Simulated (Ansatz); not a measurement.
Rutile GeO2, treated with PBEsol (Ansatz, a first-principles code, plane waves, PAW).

Numerical settings: plane-wave cutoff 500 eV, 6×10×1 k mesh (along the axes of the cell as run), gaussian smearing 0.02 eV, scalar-relativistic PAW data made under PBE.

Predict the surface energy of the (100) face and ionisation potential of the slab.


* **surface energy of the (100) face**: 1.06 J/m²
* **ionisation potential of the slab**: 8.29 eV

The slab of 18 atoms is relaxed and unreconstructed.

Computed values are for the static lattice.

Computing time: very roughly 13 core-minutes.
